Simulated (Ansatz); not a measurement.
# AlN: the change of band gap with volume per atom

Periodic Kohn-Sham DFT of a crystal at fixed atoms; Kohn-Sham levels at symmetry points; band -1 is the highest filled and +1 the lowest empty one at that point, spin up along a +z start moment. The results are calculated, by Ansatz 0.2.0.

Cell of the first row (space group P6_3mc, No. 186):
```
AlN
1.0
      3.0475     0.0000     0.0000
     -1.5237     2.6392     0.0000
      0.0000     0.0000     4.8764
Al N
2 2
Direct
  0.33333 0.66667 0.00000
  0.66667 0.33333 0.50000
  0.33333 0.66667 0.38500
  0.66667 0.33333 0.88500
```

Settings of every row: method all-electron LAPW; functional PBEsol; relativity scalar; k mesh 11x11x6; filling fermi-dirac; smearing width 0.02 eV; basis error target 1 meV/atom; nucleus gaussian.

Atom start moment: 0 on all atoms.

Limits: semilocal functionals tend to give too small a gap.

| row | volume per atom (Å³) | band gap (eV) | smallest direct gap on path (eV) |
| --- | --- | --- | --- |
| 1 | 9.805 | 4.635 | 4.635 |
| 2 | 10.014 | 4.445 | 4.445 |
| 3 | 10.222 | ? | ? |
| 4 | 10.327 | 4.172 | 4.172 |
| 5 | 10.431 | 4.084 | 4.084 |
| 6 | 10.535 | 3.998 | 3.998 |
| 7 | 10.64 | 3.913 | 3.913 |
| 8 | 10.848 | 3.746 | 3.746 |
| 9 | 11.057 | 3.585 | 3.585 |

Question: what band gap should row 3 give?

Worked fit of band gap. Take t = volume per atom − 10, in Å³. The shown rows have t = -0.195, 0.014, 0.327, 0.431, 0.535, 0.64, 0.848, 1.057. Least squares give band gap = 4.4578 − 0.89449 × t + 0.0652 × t² eV; a straight line predicts inner rows, each left out in turn, worse (root mean square 0.0083 against 0.00059 eV). The rows lie off it by 0.000, 0.000, 0.000, 0.000, 0.000, 0.001, 0.000, 0.000. The withheld row has t = 0.222, so the fit gives 4.4578 − 0.89449 × (0.222) + 0.0652 × (0.222)² = 4.262 eV.

The calculation gave 4.262 eV. The fit meets it to the printed digit.

The other values of row 3: smallest direct gap on path 4.262 eV.
